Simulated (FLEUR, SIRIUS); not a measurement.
One calculation of Gd, 3 ways

```xyz
2
Lattice="3.6360 0.0000 0.0000 -1.8180 3.1489 0.0000 0.0000 0.0000 5.7826" Properties=species:S:1:pos:R:3 pbc="T T T"
Gd    1.8180    1.0496    4.3369
Gd    0.0000    2.0992    1.4457
```

Alike in all runs: task band structure; functional PBE; k mesh 8 × 8 × 5; occupations fermi-dirac, width 0.05 eV; collinear spin, ferromagnetic start; no spin-orbit coupling.

```json
{"program and potentials": "FLEUR, all-electron, FLAPW", "plane-wave cutoff (eV)": "-", "notes": "-", "band gap (eV)": "no gap", "net moment per atom (μB)": "7.62"}
{"program and potentials": "SIRIUS, all-electron FP-LAPW (Koelling-Harmon valence), apw+lo standard", "plane-wave cutoff (eV)": "-", "notes": "-", "band gap (eV)": "no gap", "net moment per atom (μB)": "7.58"}
{"program and potentials": "SIRIUS, all-electron FP-LAPW (ZORA valence), apw+lo standard", "plane-wave cutoff (eV)": "-", "notes": "-", "band gap (eV)": "no gap", "net moment per atom (μB)": "7.58"}
```

None finds a gap. The net moment per atom spans 7.58 (SIRIUS, all-electron FP-LAPW (Koelling-Harmon valence), apw+lo standard) to 7.62 μB (FLEUR, all-electron, FLAPW), with all-electron results at 7.58 to 7.62. The state is the one that the start led to, which needn't be the lowest.

Differences between rows come from potentials, basis sets and numerical settings, since the functional is the same but for its coding. Runs on potential files found faulty are left out.
